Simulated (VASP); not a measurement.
Write the native input for VASP 6.6.1 that does the following.

```
Task                   : single point
Functional             : PBE
Dispersion             : D3(BJ)
Potentials or basis    : VASP PAW PBE potentials, release 64 (Si)
Cutoff                 : 520 eV
k mesh                 : 14 × 14 × 14
Occupations            : gaussian, width 0.02 eV
Spin                   : no spin polarisation
Dipole correction      : no
Further INCAR settings : ALGO = Normal; EDIFF = 1e-06; NBANDS = 11
```

The structure of Si lies in POSCAR:

```
Si
1.0
    0.0000000000      2.7107535162      2.7107535162
    2.7107535162      0.0000000000      2.7107535162
    2.7107535162      2.7107535162      0.0000000000
Si
2
Direct
    0.0000000000      0.0000000000      0.0000000000
    0.2500000000      0.2500000000      0.2500000000
```

The cell was built by a generator and needn't be a form met in nature.

One way to write it, as run:

INCAR

```
SYSTEM = Si
  PREC = Accurate
  ENCUT = 520
  EDIFF = 1E-6
  ISMEAR = 0
  SIGMA = 0.02
  LREAL = .False.
  LASPH = .True.
  NELM = 60
  ALGO = Normal
  ISIF = 2
  LWAVE = .False.
  LCHARG = .False.
  GGA = PE
  IVDW = 12
  NBANDS = 11
```

KPOINTS

```
Automatic mesh
0
Gamma
  14 14 14
  0 0 0
```

Potentials or basis: VASP PAW PBE potentials, release 64 (Si).

The run is started by

```bash
$ cat potpaw_PBE.64/Si/POTCAR > POTCAR
$ mpirun -np 1 vasp_std > vasp.out
```

Results of the run:

* Pressure: -0.1 GPa
* Band gap on the k mesh: 0.56 eV, indirect (least direct gap 2.57 eV)
* Dispersion energy per atom: -0.316 eV

Wall time 23 s on 1 thread of Intel(R) Xeon(R) Platinum 8559C (Emerald Rapids), with other jobs on the host, peak memory 0.19 GiB.
